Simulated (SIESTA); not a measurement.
Runs of SIESTA 5.4.2 on HfN. It takes space group Fm-3m (No. 225, cubic). The conventional cell has a = 4.512 Å, b = 4.512 Å, c = 4.512 Å, α = 90.00°, β = 90.00°, γ = 90.00°. Hf (site symmetry m-3m) is surrounded by 6 N at 2.26 Å. Around N (site symmetry m-3m) lie 6 Hf at 2.26 Å. 

```tsv
task	level	potentials or basis	U	k mesh	hubbard projector method	U from the first cycle	broadening (eV)	window from (eV)	window to (eV)	energy shift	gap on the mesh (eV)	pressure (GPa)	V0 of scaled cells (Å³/atom)	B0 (GPa)
band structure	AM05	PseudoDojo 0.4 standard (PBEsol files), DZP (energy shift 0.003 Ry; two zetas on semicore shells)	-	10 × 10 × 10	-	-	-	-	-	0.003 Ry	none	(b)	-	-
band structure	PBE	PseudoDojo 0.4 standard (PBE files), DZP (energy shift 0.002 Ry)	-	10 × 10 × 10	-	-	-	-	-	0.002 Ry	none	(a)	-	-
band structure	LDA	PseudoDojo 0.4 standard (LDA files), DZP (energy shift 0.003 Ry; two zetas on semicore shells)	-	10 × 10 × 10	-	-	-	-	-	0.003 Ry	none	(d)	-	-
density of states	PBEsol+U	PseudoDojo 0.4 standard (PBEsol files), DZP (energy shift 0.003 Ry; two zetas on semicore shells)	Hf d U = 2 eV	8 × 8 × 8	1	yes	0.05 eV	-15 eV	5 eV	0.003 Ry	none	5.5	-	-
density of states	PBEsol	PseudoDojo 0.4 standard (PBEsol files), DZP (energy shift 0.003 Ry; two zetas on semicore shells)	-	8 × 8 × 8	1	yes	0.05 eV	-15 eV	5 eV	0.003 Ry	none	1.6	-	-
density of states	PBEsol+U	PseudoDojo 0.4 standard (PBEsol files), DZP (energy shift 0.003 Ry; two zetas on semicore shells)	Hf d U = 4 eV	8 × 8 × 8	1	yes	0.05 eV	-15 eV	5 eV	0.003 Ry	none	9.6	-	-
band structure	PBE	PseudoDojo 0.4 standard (PBE files), DZP (energy shift 0.003 Ry; two zetas on semicore shells)	-	10 × 10 × 10	-	-	-	-	-	0.003 Ry	none	10.3	-	-
equation of state	LDA	PseudoDojo 0.4 standard (LDA files), DZP (energy shift 0.003 Ry; two zetas on semicore shells)	-	10 × 10 × 10	-	-	-	-	-	0.003 Ry	-	-	11.23	310
equation of state	PBEsol	PseudoDojo 0.4 standard (PBEsol files), DZP (energy shift 0.003 Ry; two zetas on semicore shells)	-	10 × 10 × 10	-	-	-	-	-	0.003 Ry	-	-	11.53	289
density of states	PBEsol+U	PseudoDojo 0.4 standard (PBEsol files), DZP (energy shift 0.003 Ry; two zetas on semicore shells)	Hf d U = 6 eV	8 × 8 × 8	1	yes	0.05 eV	-15 eV	5 eV	0.003 Ry	none	(c)	-	-
band structure	BLYP	PseudoDojo 0.4 standard (PBE files), DZP (energy shift 0.003 Ry; two zetas on semicore shells)	-	10 × 10 × 10	-	-	-	-	-	0.003 Ry	none	18.6	-	-
band structure	PBEsol	PseudoDojo 0.4 standard (PBEsol files), DZP (energy shift 0.003 Ry; two zetas on semicore shells)	-	10 × 10 × 10	-	-	-	-	-	0.003 Ry	none	1.3	-	-
```

Alike in all rows: no spin polarisation; cell as given; smearing fermi-dirac 0.05 eV; grid cutoff 800 Ry.

Question: Fill in the values left out.

Answer: (a) 11.5; (b) 0.7; (c) 14.0; (d) -6.6.

Caveats: the basis of atomic orbitals isn't converged, which shifts pressures, moduli and gaps; short orbitals over semicore shells can move pressures by several GPa (some runs); U without spin polarisation on a metal has little footing (some runs); the potentials were made for another functional, which shifts forces and pressure (some runs); semicore shells carry a single zeta, which can move pressures by several GPa and volumes by a few percent (some runs).

A k mesh can miss the band edges, and the runs leave out spin-orbit coupling on Hf.

A gap of «none» marks a metal or a gap under the smearing width.

Not every run made on this cell is shown here.
